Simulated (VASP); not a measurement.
# Si2W (I4/mmm) in VASP: further runs

The runs below take Si2W through relaxation of cell and atoms, with PBE.

Everything below comes from runs of VASP 6.6.1. Logs are shortened: lines on timing, memory, paths and dates and some standing lists are left out, and cuts for length are marked.

### 1 The crystal as given

The structure is tetragonal, space group I4/mmm (No. 139). The conventional cell has a = 3.214 Å, b = 3.214 Å, c = 7.830 Å, α = 90.00°, β = 90.00°, γ = 90.00°. Around Si (site symmetry 4mm) lie 5 Si at 2.59 to 2.63 Å and 5 W at 2.62 Å. W (site symmetry 4/mmm) is surrounded by 10 Si at 2.62 Å.

### 2 Relaxation of cell and atoms, PBE

INCAR

```
PREC = Accurate ; ENCUT = 520
EDIFF = 1E-7 ; ISMEAR = 0
SIGMA = 0.1 ; LREAL = F
LASPH = T ; NELM = 100
ALGO = Fast ; ISIF = 3
LWAVE = F ; LCHARG = F
GGA = PE ; IBRION = 2
NSW = 80 ; EDIFFG = -0.002
```

KPOINTS

```
regular mesh
0
Gamma
  26 26 26
```

POSCAR

```
Si2W
1.0
   -1.6069000000      1.6069000000      3.9149500000
    1.6069000000     -1.6069000000      3.9149500000
    1.6069000000      1.6069000000     -3.9149500000
Si W
2 1
Direct
    0.3347000000      0.3347000000      0.0000000000
    0.6653000000      0.6653000000      0.0000000000
    0.0000000000      0.0000000000      0.0000000000
```

Potentials or basis: VASP PAW PBE potentials, release 64 (Si, W_sv).

Command:

```sh
$ cat potpaw_PBE.64/Si/POTCAR potpaw_PBE.64/W_sv/POTCAR > POTCAR
$ mpirun -np 1 vasp_std > vasp.out
```

OUTCAR:

```text
PREC = Accurate
   ENCUT = 520
   EDIFF = 1E-7
   ISMEAR = 0
   LREAL = F
   LASPH = T
   NELM = 100
   ISIF = 3
   GGA = PE
   IBRION = 2
   NSW = 80
   EDIFFG = -0.002

 ion  position               nearest neighbor table
   1  0.335  0.335  0.000-   2 2.59   3 2.62   3 2.62   3 2.62   3 2.62   3 2.62   2 2.63   2 2.63
                             2 2.63   2 2.63
   2  0.665  0.665  0.000-   1 2.59   3 2.62   3 2.62   3 2.62   3 2.62   3 2.62   1 2.63   1 2.63
                             1 2.63   1 2.63
   3  0.000  0.000  0.000-   2 2.62   2 2.62   2 2.62   1 2.62   2 2.62   1 2.62   1 2.62   1 2.62
                             1 2.62   2 2.62

  LATTYP: Found a body centered tetragonal cell.
 ALAT       =     3.2138000000
 C/A-ratio  =     2.4363370465

  Lattice vectors:

 A1 = (  -1.6069000000,   1.6069000000,   3.9149500000)
 A2 = (   1.6069000000,  -1.6069000000,   3.9149500000)
 A3 = (   1.6069000000,   1.6069000000,  -3.9149500000)

Analysis of symmetry for initial positions (statically):
=====================================================================
 Subroutine PRICEL returns:
 Original cell was already a primitive cell.

 Routine SETGRP: Setting up the symmetry group for a
 body centered tetragonal supercell.

 Subroutine GETGRP returns: Found 16 space group operations
 (whereof 16 operations were pure point group operations)
 out of a pool of 16 trial point group operations.

The static configuration has the point symmetry D_4h.

Analysis of symmetry for dynamics (positions and initial velocities):
=====================================================================
 Subroutine PRICEL returns:
 Original cell was already a primitive cell.

 Routine SETGRP: Setting up the symmetry group for a
 body centered tetragonal supercell.

 Subroutine GETGRP returns: Found 16 space group operations
 (whereof 16 operations were pure point group operations)
 out of a pool of 16 trial point group operations.

The dynamic configuration has the point symmetry D_4h.

 Subroutine INISYM returns: Found 16 space group operations
 (whereof 16 operations are pure point group operations),
 and found     1 'primitive' translations

----------------------------------------------------------------------------------------

                                     Primitive cell

  volume of cell :      40.4356

  direct lattice vectors                    reciprocal lattice vectors
    -1.606900000  1.606900000  3.914950000     0.000000000  0.311158131  0.127715552
     1.606900000 -1.606900000  3.914950000     0.311158131  0.000000000  0.127715552
[... 129 lines left out ...]

 number of electron      21.9999999 magnetization

 Free energy of the ion-electron system (eV)
  ---------------------------------------------------
  ext. energy  EPLUGINS =         0.00000000
  ---------------------------------------------------
  free energy    TOTEN  =       -24.80907966 eV

  energy without entropy =      -24.80796413  energy(sigma->0) =      -24.80852189

------------------------ aborting loop because EDIFF is reached ----------------------------------------

  FORCE on cell =-STRESS in cart. coord.  units (eV):
  Direction    XX          YY          ZZ          XY          YZ          ZX
  --------------------------------------------------------------------------------------
  -------------------------------------------------------------------------------------
  Total        0.8172356      0.8172356      0.9183772      0.0000000      0.0000000      0.0000000
  in kB       32.3812735     32.3812735     36.3888013      0.0000000      0.0000000      0.0000000
  external PRESSURE =      33.7171161 kB  Pullay stress =       0.0000000 kB
[... 92 lines left out ...]
  FREE ENERGIE OF THE ION-ELECTRON SYSTEM (eV)
  ---------------------------------------------------
  free  energy   TOTEN  =       -24.8153077055 eV

  energy  without entropy=      -24.8141727806  energy(sigma->0) =      -24.81474024

[... ionic steps 4 to 8 ...]

--------------------------------------- Ionic step        9  -------------------------------------------

 number of electron      22.0000000 magnetization

------------------------ aborting loop because EDIFF is reached ----------------------------------------
[... 69 lines left out ...]
--------------------------------------- Ionic step       11  -------------------------------------------

 number of electron      22.0000000 magnetization

 Free energy of the ion-electron system (eV)
  ---------------------------------------------------
  ext. energy  EPLUGINS =         0.00000000
  ---------------------------------------------------
  free energy    TOTEN  =       -24.81532458 eV

  energy without entropy =      -24.81418803  energy(sigma->0) =      -24.81475630

 E-fermi :  11.7545     XC(G=0): -12.4592

 val. band max:       11.7516442714   @ k =  -0.3846  -0.4615   0.3462
 cond. band min:      11.7835624801   @ k =  -0.4615  -0.4615   0.2692
 fundamental gap:      0.0319182087
 Fermi energy:        11.7544872773

 k-point     1 :       0.0000    0.0000    0.0000
  band No.  band energies     occupation
      1     -62.1337      2.00000
      2     -26.3801      2.00000
      3     -26.3671      2.00000
      4     -26.3671      2.00000
      5      -2.2055      2.00000
      6       4.9963      2.00000
      7       7.9935      2.00000
      8       8.5049      2.00000
      9       8.9464      2.00000
     10       8.9464      2.00000
     11      12.3546      0.00000
     12      14.3975      0.00000
     13      14.7321      0.00000
     14      14.7851      0.00000
[... 401 lines left out ...]
      2     -26.5455      2.00000
      3     -26.3664      2.00000
      4     -26.3535      2.00000
      5       0.4435      2.00000
      6       3.3211      2.00000
      7       6.0016      2.00000
      8       7.2606      2.00000
      9       9.1543      2.00000
     10       9.2116      2.00000
     11      10.8592      2.00000
     12      13.7744      0.00000
     13      14.6163      0.00000
     14      15.1598      0.00000
     15      16.2329      0.00000

 [... further k-points ...]

------------------------ aborting loop because EDIFF is reached ----------------------------------------

  FORCE on cell =-STRESS in cart. coord.  units (eV):
  Direction    XX          YY          ZZ          XY          YZ          ZX
  --------------------------------------------------------------------------------------
  -------------------------------------------------------------------------------------
  Total        0.0020580      0.0020580     -0.0004870      0.0000000     -0.0000000     -0.0000000
  in kB        0.0803637      0.0803637     -0.0190183      0.0000000     -0.0000000     -0.0000000
  external PRESSURE =       0.0472364 kB  Pullay stress =       0.0000000 kB
[... 18 lines left out ...]
  FREE ENERGIE OF THE ION-ELECTRON SYSTEM (eV)
  ---------------------------------------------------
  free  energy   TOTEN  =       -24.8153245762 eV

  energy  without entropy=      -24.8141880311  energy(sigma->0) =      -24.81475630

 reached required accuracy - stopping structural energy minimisation
```

Run time: 49 min. Hardware: 1 thread of Intel Xeon 6975P-C (Granite Rapids), shared host; peak memory 0.95 GiB.

What came out:

```yaml
Free_energy: -24.8153 eV
Relaxed_volume: 13.68 Å³/atom
Relaxed_cell: a = 4.549 Å, b = 4.549 Å, c = 4.549 Å, α = 138.41°, β = 138.41°, γ = 60.27°
Space_group_after_relaxing_to_0.05_Å: I4/mmm (No. 139)
Energy_gained_by_relaxing: 2.1 meV/atom
Ionic_steps: 11
Pressure_after_relaxing: 0.0 GPa
Band_gap_on_the_k_mesh: none (metal or under the smearing width)
```

Step by step:
| step | energy change (eV) | largest force (eV/Å) | pressure (GPa) | volume (Å³) |
| --- | --- | --- | --- | --- |
| 1 | 0.0000 | 0.0665 | 3.37 | 40.44 |
| 2 | 0.0134 | 0.1020 | -5.54 | 42.12 |
| 3 | -0.0062 | 0.0026 | -0.01 | 41.03 |
| 4 | -0.0062 | 0.0039 | 0.05 | 41.02 |
| 5 | -0.0062 | 0.0013 | 0.05 | 41.02 |
| 6 | -0.0062 | 0.0018 | 0.04 | 41.02 |
| 7 | -0.0062 | 0.0020 | 0.04 | 41.02 |
| 8 | -0.0062 | 0.0022 | 0.05 | 41.02 |
| 9 | -0.0062 | 0.0022 | 0.05 | 41.02 |
| 10 | -0.0062 | 0.0007 | -0.06 | 41.04 |
| 11 | -0.0062 | 0.0011 | 0.00 | 41.03 |

Final structure:
```
Si W
1.0
    -1.61477    1.61477    3.93380
     1.61477   -1.61477    3.93380
     1.61477    1.61477   -3.93380
Si W
2 1
Cartesian
  0.0000 0.0000 2.6320
  0.0000 0.0000 5.2356
  0.0000 0.0000 0.0000
```

Levels at points of the mesh, in eV from the Fermi level:
```csv
k point,band 8,band 9,band 10,band 11,band 12,band 13,band 14,band 15
"(0.00, 0.00, 0.00)",-3.25,-2.81,-2.81,0.60,2.64,2.98,3.03,3.03
"(0.50, 0.00, 0.00)",-4.81,-2.75,-2.72,-0.42,2.65,2.75,3.90,4.30
"(0.50, 0.50, 0.00)",-5.51,-4.96,-3.19,-1.76,2.73,2.91,3.06,3.85
"(0.50, 0.50, 0.50)",-2.55,-0.85,-0.85,-0.49,-0.49,0.77,4.44,4.72
```

Spin-orbit coupling is left out, which matters for the levels of W. Zero-point motion and thermal expansion aren't in these numbers.

### 3 Relaxation of cell and atoms, PBE

This run uses another cell than the first one, of 13.68 Å³/atom, 1.015 times its volume.

INCAR is that of step 2.

KPOINTS is that of step 2.

POSCAR

```
Si2W                                    
1.0
   -1.6147745182      1.6147745182      3.9337977541
    1.6147745182     -1.6147745182      3.9337977541
    1.6147745182      1.6147745182     -3.9337977541
  Si              W             
     2     1
Direct
     0.3345376569154677    0.3345376569154677    0.0000000000000000
     0.6654623430845323    0.6654623430845323    0.0000000000000000
     0.0000000000000000    0.0000000000000000    0.0000000000000000
```

Potentials or basis: VASP PAW PBE potentials, release 64 (Si, W_sv).

Command:

```sh
$ cat potpaw_PBE.64/Si/POTCAR potpaw_PBE.64/W_sv/POTCAR > POTCAR
$ mpirun -np 1 vasp_std > vasp.out
```

Wall time 24 min (1 thread of Intel Xeon 6975P-C (Granite Rapids), shared host); peak memory 0.92 GiB.

The run converged. Its results:

```yaml
Free_energy: -24.8155 eV
Energy_gained_by_relaxing: 0.0 meV/atom
Ionic_steps: 5
Pressure_after_relaxing: 0.0 GPa
Band_gap_on_the_k_mesh: none (metal or under the smearing width)
```

Final structure:
```xyz
3
Lattice="-1.6148 1.6148 3.9338 1.6148 -1.6148 3.9338 1.6148 1.6148 -3.9338" Properties=species:S:1:pos:R:3 pbc="T T T"
Si    0.0000    0.0000    2.6320
Si    0.0000    0.0000    5.2355
W     0.0000    0.0000    0.0000
```

Levels at points of the mesh, in eV from the Fermi level:
```csv
k point,band 7,band 8,band 9,band 10,band 11,band 12,band 13,band 14,band 15
"(0.00, 0.00, 0.00)",-3.76,-3.25,-2.81,-2.81,0.60,2.64,2.98,3.03,3.03
"(0.50, 0.00, 0.00)",-5.68,-4.81,-2.75,-2.72,-0.42,2.65,2.75,3.90,4.30
"(0.50, 0.50, 0.00)",-5.95,-5.51,-4.96,-3.19,-1.76,2.73,2.91,3.06,3.85
"(0.50, 0.50, 0.50)",-3.76,-2.55,-0.85,-0.85,-0.49,-0.49,0.77,4.44,4.72
```

Spin-orbit coupling is left out, which matters for the levels of W.
